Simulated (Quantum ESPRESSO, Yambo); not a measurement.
# Quasiparticle gap of GaP (F-43m) in Yambo, part 2 of 3

How does a plane-wave GW calculation on GaP (F-43m) run from the first input to the gap?

Quantum ESPRESSO 7.5 and Yambo 5.3.0; PBE and many-body steps on it, plane waves. Known limits of the many-body steps: not at the basis limit; no spin-orbit coupling; coarse k mesh.

So far. Step 2 (Ground state): The gap is indirect, with the least direct gap 0.16 eV higher. Step 3 (Bands along the symmetry lines): The gap is 1.594 eV, −0.059 eV from the run before at this level.

**4. Empty states on the mesh, 4×4×4 mesh, 490 bands**

Level of this step: DFT, PBE, plane waves, norm-conserving pseudopotentials (Quantum ESPRESSO).

The sums over transitions need many empty states on a uniform mesh; this step solves for them.

pw.in reads:

```
&control
  calculation = 'nscf'
  prefix = 'x'
  outdir = 'o'
  pseudo_dir = 'pseudo'
/
&system
  ibrav = 0
  nat = 2
  ntyp = 2
  ecutwfc = 104.0
  nbnd = 490
  force_symmorphic = .true.
/
&electrons
  conv_thr = 1e-9
  electron_maxstep = 80
  diago_full_acc = .true.
  diago_thr_init = 5e-6
/
ATOMIC_SPECIES
  Ga 69.723 Ga.upf
  P 30.974 P.upf
CELL_PARAMETERS angstrom
  0.0000000000 2.7252500000 2.7252500000
  2.7252500000 0.0000000000 2.7252500000
  2.7252500000 2.7252500000 0.0000000000
ATOMIC_POSITIONS crystal
  Ga 0.0000000000 0.0000000000 0.0000000000
  P 0.2500000000 0.2500000000 0.2500000000
K_POINTS automatic
  4 4 4 0 0 0
```

Launch:

```sh
$ OMP_NUM_THREADS=1 mpirun -n 4 pw.x -nk 4 -in pw.in > pw.out
```

The program printed:

```text
[banner, memory and clock lines left out]
Program PWSCF v.7.5 starts

     Atomic positions and unit cell read from directory:
     o/x.save/

     Message from routine setup:
     using ibrav=0 with symmetry is DISCOURAGED, use correct ibrav instead

     G-vector sticks info

     bravais-lattice index     =            0
     lattice parameter (alat)  =       7.2832  a.u.
     unit-cell volume          =     273.1780 (a.u.)^3
     number of atoms/cell      =            2
     number of atomic types    =            2
     number of electrons       =        26.00
     number of Kohn-Sham states=          490
     kinetic-energy cutoff     =     104.0000  Ry
     charge density cutoff     =     416.0000  Ry
     Exchange-correlation= PBE
                           (   1   4   3   4   0   0   0)

     celldm(1)=   7.283166  celldm(2)=   0.000000  celldm(3)=   0.000000
     celldm(4)=   0.000000  celldm(5)=   0.000000  celldm(6)=   0.000000

     crystal axes: (cart. coord. in units of alat)
               a(1) = (   0.000000   0.707107   0.707107 )
               a(2) = (   0.707107   0.000000   0.707107 )
               a(3) = (   0.707107   0.707107   0.000000 )

     reciprocal axes: (cart. coord. in units 2 pi/alat)
               b(1) = ( -0.707107  0.707107  0.707107 )
               b(2) = (  0.707107 -0.707107  0.707107 )
               b(3) = (  0.707107  0.707107 -0.707107 )
     Pseudo is Norm-conserving + core correction, Zval = 21.0
     Generated using ONCVPSP code by D. R. Hamann
     Using radial grid of 1902 points,  6 beta functions with:
     Pseudo is Norm-conserving + core correction, Zval =  5.0
     Generated using ONCVPSP code by D. R. Hamann
     Using radial grid of 1298 points,  6 beta functions with:
     Ga               21.00    69.72300     Ga( 1.00)
     P                 5.00    30.97400     P ( 1.00)

     24 Sym. Ops. (no inversion) found

   Cartesian axes

     site n.     atom                  positions (alat units)
         1        Ga     tau(   1) = (   0.0000000   0.0000000   0.0000000  )
         2        P      tau(   2) = (   0.3535534   0.3535534   0.3535534  )

     number of k points=     8
                       cart. coord. in units 2pi/alat
        k(    1) = (   0.0000000   0.0000000   0.0000000), wk =   0.0312500
        k(    2) = (   0.1767767   0.1767767  -0.1767767), wk =   0.2500000
        k(    3) = (  -0.3535534  -0.3535534   0.3535534), wk =   0.1250000
[...]
k(    7) = (  -0.7071068   0.0000000   0.0000000), wk =   0.0937500
        k(    8) = (  -0.7071068   0.3535534   0.0000000), wk =   0.1875000

     Dense  grid:    39189 G-vectors     FFT dimensions: (  48,  48,  48)

     The potential is recalculated from file :
     o/x.save/charge-density

     Starting wfcs are   17 randomized atomic wfcs +  473 random wfcs

     Band Structure Calculation

     End of band structure calculation

          k = 0.0000 0.0000 0.0000 (  4909 PWs)   bands (ev):

  -135.1871 -85.9119 -85.9119 -85.9119  -6.3350  -6.3350  -6.3350  -6.2380
    -6.2380  -4.2883   8.2046   8.2046   8.2046  10.0222  12.0913  12.0913
    12.0913  17.0190  17.9322  17.9322  20.6547  20.6547  20.6547  24.0456
[...]
[... 50 further rows ...]
[...]
293.2811 293.2811

          k = 0.1768 0.1768-0.1768 (  4873 PWs)   bands (ev):

[...]
[... 50 further rows ...]
[...]
290.9954 294.3945

          k =-0.3536-0.3536 0.3536 (  4910 PWs)   bands (ev):

[...]
73.2092  75.8608  75.8608  76.0942  76.2736  76.2736  77.2919  79.4084
     [... 50 further rows ...]
   293.4422 293.5627 294.4156 294.4156 294.8803 295.4902 295.4902 295.5191
   296.6438 296.6438

          k = 0.3536 0.0000 0.0000 (  4865 PWs)   bands (ev):

     [... further k-points ...]

     highest occupied, lowest unoccupied level (ev):     8.2046    9.8577

     XML data file, pseudopotentials, collected wavefunctions
```

Elapsed: 90 s, on 4 MPI ranks of Arm Neoverse V1, shared host; peak memory 1.1 GiB.

Numbers from this step:

```
gap                                                           : 1.653 eV
k of the valence top                                          : 0, 0, 0
k of the conduction bottom                                    : 0, -0.5, -0.5
least direct gap                                              : 1.818 eV
k points computed                                             : 8
lowest point of the top converged band, above the valence top : 285.0765 eV
```

On this mesh the gap is 1.653 eV.

**5. Conversion and set-up**

This step: Yambo 5.3.0; conversion and set-up on PBE, plane waves, norm-conserving pseudopotentials.

The states are converted to the many-body program's format and the q mesh is built.

Launch:

```sh
$ (cd o/x.save; p2y > p2y.log; mv SAVE ../..); yambo > setup.log
```

The program printed:

```text
 Yambo, version 5.3.0

 [02] CORE Variables Setup
 =========================

  [02.01] Unit cells
  ==================

  Cell kind             :  FCC
  Atoms in the cell     :  Ga  P
  number of Ga atoms    :  1
  number of P  atoms    :  1

  List of atomic masses
  Mass of Ga    :  69.72300
  Mass of P     :  30.97400

  List of atomic coordinates    : [cc]
  Ga1       :  0.000000  0.000000  0.000000  order 1
  P1       :  2.574988  2.574988  2.574988  order 2

  Alat factors          :  5.149976  5.149976  5.149976 [a.u.]
  Direct lattice volume :  273.1780 [a.u.]
  Direct lattice vectors:  A[ 1 ]  A[ 2 ]  A[ 3 ]
   A[ 1 ]:  0.000000  1.000000  1.000000  [iru]
   0.000000  5.149976  5.149976  [cc]
   A[ 2 ]:  1.000000  0.000000  1.000000  [iru]
   5.149976  0.000000  5.149976  [cc]
   A[ 3 ]:  1.000000  1.000000  0.000000  [iru]
   5.149976  5.149976  0.000000  [cc]

  Recip. lattice volume :  0.908017 [a.u.]
  Recip. lattice vectors:  B[ 1 ]  B[ 2 ]  B[ 3 ]
   B[ 1 ]: -0.500000  0.500000  0.500000  [iku]
  -0.610021  0.610021  0.610021  [cc]
   B[ 2 ]:  0.500000 -0.500000  0.500000  [iku]
   0.610021 -0.610021  0.610021  [cc]
   B[ 3 ]:  0.500000  0.500000 -0.500000  [iku]
   0.610021  0.610021 -0.610021  [cc]

  [02.02] Symmetries
  ==================

  Inversion symmetry    : yes
  Spatial inversion     : no
  Inversion index       :  25
  K-space Time-reversal : yes
  Magnetic symmetries   : no
  Time-reversal derived K-space symmetries:   25   48
  Group table correct   : yes
  Symmetries units      :  [cc]

   [S  1]:   1.0000      0.28077E-16  0.28077E-16  0.28077E-16   1.0000     -0.28077E-16 -0.28077E-16 -0.28077E-16   1.0000
   [S  2]:  -1.0000     -0.28077E-16  0.28077E-16 -0.28077E-16  -1.0000     -0.28077E-16  0.28077E-16  0.28077E-16   1.0000
   [S  3]:  -1.0000      0.28077E-16 -0.28077E-16 -0.28077E-16   1.0000      0.28077E-16  0.28077E-16 -0.28077E-16  -1.0000
[...]
[S  9]:  0.28077E-16   1.0000      0.28077E-16 -0.28077E-16  0.28077E-16   1.0000       1.0000     -0.28077E-16 -0.28077E-16
   [S 10]:  0.28077E-16  -1.0000     -0.28077E-16 -0.28077E-16 -0.28077E-16  -1.0000       1.0000      0.28077E-16  0.28077E-16
     [... 36 further rows ...]
   [S*47]:   1.0000      0.28077E-16 -0.28077E-16  0.28077E-16 -0.28077E-16  -1.0000     -0.28077E-16   1.0000      0.28077E-16
   [S*48]:   1.0000     -0.28077E-16  0.28077E-16  0.28077E-16  0.28077E-16   1.0000     -0.28077E-16  -1.0000     -0.28077E-16

  [02.03] Reciprocal space
  ========================

  nG shells         :   375
  nG charge         :   39189
  nG WFs            :   5904
  nC WFs            :   4916
  G-vecs. in first 37 shells:  [ Number ]
     1    9   15   27   51   59   65   89  113
    137   169   181   229   259   283   307   331   339
    387   411   459   531   537   561   609   645   701
[...]
1139
  ...
[...]
K/Q-points units:
  rlu = crystal or reduced units; cc = cartesian coordinates; iku = interal k-units

  K [1]          [rlu]:  0.000000  0.000000  0.000000
         WF components:   4909
  K [2]          [rlu]:  0.24132E-17  0.24132E-17  0.25000
         WF components:   4873
  K [3]          [rlu]: -0.48265E-17 -0.48265E-17 -0.50000
         WF components:   4910
  K [4]          [rlu]:  0.17252E-17  0.25000      0.25000
         WF components:   4865
  K [5]          [rlu]:  0.10504E-16  0.25000     -0.50000
         WF components:   4893
  [... 2 further k-points ...]
  K [8]          [rlu]:  0.250000 -0.500000 -0.250000
         WF components:   4916

  [02.05] Energies & Occupations
  ==============================

  [X] === General ===
  [X] Electronic Temperature                        :  0.000000  0.000000 [eV K]
  [X] Bosonic    Temperature                        :  0.000000  0.000000 [eV K]
  [X] Finite Temperature mode                       : no
  [X] El. density                                   :  0.64228E+24 [cm-3]
  [X] Fermi Level                                   :  8.204632 [eV]

  [X] === Gaps and Widths ===
  [X] Conduction Band Min                           :  1.653057 [eV]
  [X] Valence Band Max                              :  0.000000 [eV]
  [X] Filled Bands                                  :  13
  [X] Empty Bands                                   :    14   490
  [X] Direct Gap                                    :  1.817542 [eV]
  [X] Direct Gap localized at k                     :  1
  [X] Indirect Gap                                  :  1.653057 [eV]
  [X] Indirect Gap between kpts                     :   1   7
  [X] Last valence band width                       :  3.419264 [eV]
  [X] 1st conduction band width                     :  3.048655 [eV]

  E @ K [1]:  [eV]
  -143.3917  -94.1165  -94.1165  -94.1165  -14.5396  -14.5396  -14.5396  -14.4426
   -14.443      -12.493     -0.42129E-11 -0.24274E-11   0.0000       1.8175       3.8866       3.8866
    3.88663   8.81441   9.72756   9.72756  12.45007  12.45007  12.45007  15.84095
[...]
occ @ K [1]
[...]
E @ K [2]:  [eV]
[...]
occ @ K [2]
[...]
E @ K [3]:  [eV]
[...]
occ @ K [3]
[...]
E @ K [4]:  [eV]
[...]
occ @ K [4]
[...]
E @ K [5]:  [eV]
[...]
occ @ K [5]
[...]
[... 2 further k-points ...]
  E @ K [8]:  [eV]
[...]
occ @ K [8]
[...]
0.000000  0.000000  0.000000  0.000000  0.000000  0.000000  0.000000  0.000000
   0.000000  0.000000  0.000000  0.000000  0.000000  0.000000  0.000000  0.000000

 [03] Transferred momenta grid and indexing
 ==========================================

 IBZ Q-points                                      :   8
 BZ  Q-points                                      :   64

 K/Q-points units:
 rlu = crystal or reduced units; cc = cartesian coordinates; iku = interal k-units

 Q [1]          [rlu]:  0.000000  0.000000  0.000000
 Q [2]          [rlu]: -0.25926E-17 -0.25926E-17  0.25000
 Q [3]          [rlu]:  0.51853E-17  0.51853E-17 -0.50000
[...]
Q [7]          [rlu]: -0.34504E-17 -0.50000     -0.50000
 Q [8]          [rlu]:  0.250000 -0.500000 -0.250000

  [03.01] X indexes
  =================

   [03.01.01] Sigma indexes
   ========================

 [06] Game Over & Game summary
```

Run time: 3.4 s. Hardware: 1 MPI rank; peak memory 0.25 GiB.

(Continued in part 3 of 3.)

[Paths, hosts, dates, memory and timing lines, banners, echoed tables and standing remarks are left out of the program output.]

[Logs are printed without paths, hosts, clocks, repeated set-up lines and the standing remarks that a program may print on its own settings, such as how far it seeks lower states.]

[Runs of the session that timed out or met a known fault of the program may be left out.]

[Hosts, paths, dates, database ids (printed as entryN), source tags and the programs' standing remarks are cut or masked in the printed files.]
